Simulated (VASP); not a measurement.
# HgS in VASP: a series of runs

Runs on HgS. Level: LDA. Tasks: single point.

Everything below comes from runs of VASP 6.6.1. Logs are shortened: lines on timing, memory, paths and dates and some standing lists are left out, and cuts for length are marked.

### 1 Starting point

The cell holds a slab with vacuum, 4 atoms: a = 3.947 Å, b = 3.947 Å, c = 18.834 Å, α = 90.00°, β = 90.00°, γ = 60.00°.

### 2 Single point, LDA

File INCAR:

```
PREC = Accurate ; ENCUT = 520
EDIFF = 1E-6 ; ISMEAR = -1
SIGMA = 0.1 ; LREAL = F
LASPH = T ; NELM = 100
ALGO = Normal ; ISIF = 2
LWAVE = F ; LCHARG = F
LDIPOL = T ; IDIPOL = 3
DIPOL = 0.5 0.5 0.500 ; NBANDS = 26
```

File KPOINTS:

```
Automatic mesh
0
Gamma
  4 4 1
```

File POSCAR:

```
HgS
1.0
    3.9467380000      0.0000000000      0.0000000000
    1.9733690000      3.4179753701      0.0000000000
    0.0000000000      0.0000000000     18.8337471242
Hg S
2 2
Direct
    0.0000000000      0.0000000000      0.3716732498
    0.3333333333      0.3333333333      0.5427755834
    0.6666666667      0.6666666667      0.4572244166
    1.0000000000      0.0000000000      0.6283267502
```

Potentials or basis: VASP PAW LDA potentials, release 64 (Hg, S).

Command:

```
> cat potpaw_LDA.64/Hg/POTCAR potpaw_LDA.64/S/POTCAR > POTCAR
> mpirun -np 1 vasp_std > vasp.out
```

OUTCAR:

```text
PREC = Accurate
   ENCUT = 520
   EDIFF = 1E-6
   ISMEAR = -1
   LREAL = F
   LASPH = T
   NELM = 100
   ISIF = 2

 ion  position               nearest neighbor table
   1  0.000  0.000  0.372-   3 2.79   3 2.79   3 2.79
   2  0.333  0.333  0.543-   4 2.79   3 2.79   3 2.79   4 2.79   4 2.79   3 2.79
   3  0.667  0.667  0.457-   2 2.79   1 2.79   2 2.79   1 2.79   1 2.79   2 2.79
   4  0.000  0.000  0.628-   2 2.79   2 2.79   2 2.79

  LATTYP: Found a hexagonal cell.
 ALAT       =     3.9467380000
 C/A-ratio  =     4.7719780548

  Lattice vectors:

 A1 = (  -1.9733690000,  -3.4179753701,   0.0000000000)
 A2 = (   3.9467380000,   0.0000000000,   0.0000000000)
 A3 = (   0.0000000000,   0.0000000000,  18.8337471242)

Analysis of symmetry for initial positions (statically):
=====================================================================
 Subroutine PRICEL returns:
 Original cell was already a primitive cell.

 Routine SETGRP: Setting up the symmetry group for a
 hexagonal supercell.

 Subroutine GETGRP returns: Found  6 space group operations
 (whereof  6 operations were pure point group operations)
 out of a pool of 24 trial point group operations.

The static configuration has the point symmetry C_3v.

Analysis of symmetry for dynamics (positions and initial velocities):
=====================================================================
 Subroutine PRICEL returns:
 Original cell was already a primitive cell.

 Routine SETGRP: Setting up the symmetry group for a
 hexagonal supercell.

 Subroutine GETGRP returns: Found  6 space group operations
 (whereof  6 operations were pure point group operations)
 out of a pool of 24 trial point group operations.

The dynamic configuration has the point symmetry C_3v.

 Subroutine INISYM returns: Found  6 space group operations
 (whereof  6 operations are pure point group operations),
 and found     1 'primitive' translations

----------------------------------------------------------------------------------------

                                     Primitive cell

  volume of cell :     254.0645

  direct lattice vectors                    reciprocal lattice vectors
     3.946738000  0.000000000  0.000000000     0.253373799 -0.146285431  0.000000000
     1.973369000  3.417975370  0.000000000     0.000000000  0.292570862  0.000000000
     0.000000000  0.000000000 18.833747124     0.000000000  0.000000000  0.053096179

  length of vectors
     3.946738000  3.946738000 18.833747124     0.292570862  0.292570862  0.053096179

  position of ions in fractional coordinates (direct lattice)
     0.000000000  0.000000000  0.371673250
     0.333333333  0.333333333  0.542775583
     0.666666667  0.666666667  0.457224417
     0.000000000  0.000000000  0.628326750

  ion indices of the primitive-cell ions
   primitive index   ion index
                 1           1
                 2           2
                 3           3
                 4           4

----------------------------------------------------------------------------------------

 KPOINTS: Automatic mesh

Automatic generation of k-mesh.
 Grid dimensions read from file:
 generate k-points for:    4    4    1

 Generating k-lattice:

  Cartesian coordinates                     Fractional coordinates (reciprocal lattice)
     0.063343450 -0.036571358  0.000000000     0.250000000 -0.000000000  0.000000000
     0.000000000  0.073142715  0.000000000     0.000000000  0.250000000  0.000000000
     0.000000000  0.000000000  0.053096179     0.000000000  0.000000000  1.000000000

  Length of vectors
     0.073142715  0.073142715  0.053096179

  Shift w.r.t. Gamma in fractional coordinates (k-lattice)
     0.000000000  0.000000000  0.000000000

 Subroutine IBZKPT returns following result:
 ===========================================

 Found      4 irreducible k-points:

 Following reciprocal coordinates:
            Coordinates               Weight
  0.000000  0.000000  0.000000      1.000000
  0.250000  0.000000  0.000000      6.000000
  0.500000  0.000000  0.000000      3.000000
  0.500000  0.250000  0.000000      6.000000
   k-points           NKPTS =      4   k-points in BZ     NKDIM =      4   number of bands    NBANDS=     26
   number of dos      NEDOS =    301   number of ions     NIONS =      4
   total plane-waves  NPLWV = 126000
   dimension x,y,z NGX =    30 NGY =   30 NGZ =  140
   dimension x,y,z NGXF=    60 NGYF=   60 NGZF=  280
   ions per type =               2   2
   NGX,Y,Z   is equivalent  to a cutoff of  12.64, 12.64, 12.36 a.u.
   NGXF,Y,Z  is equivalent  to a cutoff of  25.27, 25.27, 24.72 a.u.
 SYSTEM =  unknown system
   PREC   = accura    normal or accurate (medium, high low for compatibility)
   ISTART =      0    job   : 0-new  1-cont  2-samecut
   ICHARG =      2    charge: 1-file 2-atom 10-const
   ISPIN  =      1    spin polarized calculation?
   LNONCOLLINEAR =      F non collinear calculations
   LSORBIT =      F    spin-orbit coupling
   LASPH  =      T    aspherical Exc in radial PAW
   ENCUT  =  520.0 eV  38.22 Ry    6.18 a.u.   7.34  7.34 35.02*2*pi/ulx,y,z
   NELM   =    100;   NELMIN=  2; NELMDL= -5     # of ELM steps
   EDIFF  = 0.1E-05   stopping-criterion for ELM
   LREAL  =      F    real-space projection
   EDIFFG = 0.1E-04   stopping-criterion for IOM
   NSW    =      0    number of steps for IOM
   IBRION =     -1    ionic relax: 0-MD 1-quasi-New 2-CG
   NFREE  =      0    steps in history (QN), initial steepest desc. (CG)
   ISIF   =      2    stress and relaxation
   ISYM   =      2    0-nonsym 1-usesym 2-fastsym
   POTIM  = 0.5000    time-step for ionic-motion
   TEBEG  =    0.0;   TEEND  =   0.0 temperature during run
   PSTRESS=    0.0 pullay stress
   NELECT =      36.0000    total number of electrons
   NUPDOWN=      -1.0000    fix difference up-down
   EMIN   =  10.00;   EMAX   =-10.00  energy-range for DOS
   EFERMI =   0.00;   METHOD = LEGACY
   ISMEAR =    -1;   SIGMA  =   0.10  broadening in eV -4-tet -1-fermi 0-gaus
   EFERMI_NEDOS =   21; number of points for ismear=-14 and -15
   IALGO  =     38    algorithm
   IMIX   =      4    mixing-type and parameters
     AMIX     =   0.40;   BMIX     =  1.00
     AMIX_MAG =   1.60;   BMIX_MAG =  1.00
  volume/ion in A,a.u.               =      63.52       428.63
  Fermi-wavevector in a.u.,A,eV,Ry     =   0.853482  1.612847  9.910912  0.728431
  Thomas-Fermi vector in A             =   1.969931
   LORBIT       =      0    0 simple, 1 ext, 2 COOP (PROOUT), +10 PAW based schemes
   GGA     = CA    functional components
   LHFCALC =     F    Hartree Fock is set to
   AEXX    =    0.0000 exact exchange contribution
   IVDW    =     0    specifies the selected vdW correction
   LEPSILON=     F    determine dielectric tensor
   LRPA    =     F    only Hartree local field effects (RPA)
 non-spin polarized calculation
  energy-cutoff  :      520.00
  volume of cell :      254.06
 maximum number of plane-waves:      6893
 NGX is ok and might be reduce to    30
   NGX = 15   NGY = 15   NGZ = 71

 dipolmoment           0.000000      0.000000     -0.000003 electrons x Angstroem

 number of electron      36.0000004 magnetization

 dipolmoment           0.000000      0.000000      0.152753 electrons x Angstroem

 Free energy of the ion-electron system (eV)
  ---------------------------------------------------
  ext. energy  EPLUGINS =         0.00000000
  ---------------------------------------------------
  free energy    TOTEN  =        -9.35796402 eV

  energy without entropy =       -9.22005035  energy(sigma->0) =       -9.28900718

 E-fermi :  -2.8119     XC(G=0):  -4.5232

 val. band max:       -2.8133857408   @ k =   0.2500   0.0000   0.0000
 cond. band min:      -2.6800614782   @ k =   0.2500   0.0000   0.0000
 fundamental gap:      0.1333242626
 Fermi energy:        -2.8119473498

 k-point     1 :       0.0000    0.0000    0.0000
  band No.  band energies     occupation
      1     -15.6811      2.00000
      2     -14.2816      2.00000
      3      -9.4014      2.00000
      4      -9.3325      2.00000
      5      -9.3325      2.00000
      6      -8.9590      2.00000
[... 18 lines left out ...]
     25       3.7011      0.00000
     26       3.8522      0.00000

 k-point     2 :       0.2500    0.0000    0.0000
  band No.  band energies     occupation
      1     -15.4003      2.00000
      2     -14.1322      2.00000
      3      -9.3262      2.00000
      4      -9.2726      2.00000
      5      -9.2602      2.00000
      6      -9.0230      2.00000
[... 18 lines left out ...]
     25       4.1018      0.00000
     26       4.3238      0.00000

 k-point     3 :       0.5000    0.0000    0.0000
  band No.  band energies     occupation
      1     -15.1084      2.00000
      2     -13.9309      2.00000
      3      -9.4700      2.00000
      4      -9.3046      2.00000
      5      -9.2880      2.00000
      6      -9.0972      2.00000
[... 18 lines left out ...]
     25       4.3859      0.00000
     26       4.7756      0.00000

 k-point     4 :       0.5000    0.2500    0.0000
  band No.  band energies     occupation
      1     -15.1109      2.00000
      2     -13.9379      2.00000
      3      -9.3525      2.00000
      4      -9.2686      2.00000
      5      -9.2288      2.00000
      6      -8.9984      2.00000
[... 18 lines left out ...]
     25       4.3903      0.00000
     26       4.5007      0.00000

------------------------ aborting loop because EDIFF is reached ----------------------------------------

 vacuum level on the upper side and lower side of the slab       (xc-potential included)         0.988        -1.003

  FORCE on cell =-STRESS in cart. coord.  units (eV):
  Direction    XX          YY          ZZ          XY          YZ          ZX
  --------------------------------------------------------------------------------------
  -------------------------------------------------------------------------------------
  Total       -4.4560661     -4.4560661     -4.7059432      0.0000000      0.0000000      0.0000000
  in kB      -28.1007714    -28.1007714    -29.6765424      0.0000000      0.0000000      0.0000000
  external PRESSURE =     -28.6260284 kB  Pullay stress =       0.0000000 kB

 VOLUME and BASIS-vectors are now :
 -----------------------------------------------------------------------------
  energy-cutoff  :      520.00
  volume of cell :      254.06
      direct lattice vectors                 reciprocal lattice vectors
     3.946738000  0.000000000  0.000000000     0.253373799 -0.146285431  0.000000000
     1.973369000  3.417975370  0.000000000     0.000000000  0.292570862  0.000000000
     0.000000000  0.000000000 18.833747124     0.000000000  0.000000000  0.053096179

 POSITION                                       TOTAL-FORCE (eV/Angst)
 -----------------------------------------------------------------------------------
      0.00000      0.00000      7.00000         0.000000     -0.000000      0.778681
      1.97337      1.13933     10.22250         0.000000      0.000000      1.104366
      3.94674      2.27865      8.61125        -0.000000     -0.000000     -0.271836
      0.00000      0.00000     11.83375        -0.000000     -0.000000     -1.611211
 -----------------------------------------------------------------------------------
    total drift:                                0.000000      0.000000     -0.000124

  FREE ENERGIE OF THE ION-ELECTRON SYSTEM (eV)
  ---------------------------------------------------
  free  energy   TOTEN  =        -9.3579640153 eV

  energy  without entropy=       -9.2200503538  energy(sigma->0) =       -9.28900718

 vacuum level on the upper side and lower side of the slab         3.978         1.929
```

It took 34 s on 1 thread of Intel Xeon 6975P-C (Granite Rapids), shared host; peak memory 0.26 GiB.

Results:

```yaml
Free_energy: -9.3580 eV
Largest_force: 1.611 eV/Å
Band_gap_on_the_k_mesh: none (metal or under the smearing width)
```

Forces in eV/Å, atoms in the order of the input:
```
Hg   0.000  0.000  0.779
Hg   0.000  0.000  1.104
S    0.000  0.000 -0.272
S    0.000  0.000 -1.611
```

Caveat: the k mesh is coarse (spacing up to 0.46 Å⁻¹), so the values aren't converged.

[end of part 1 of 2]
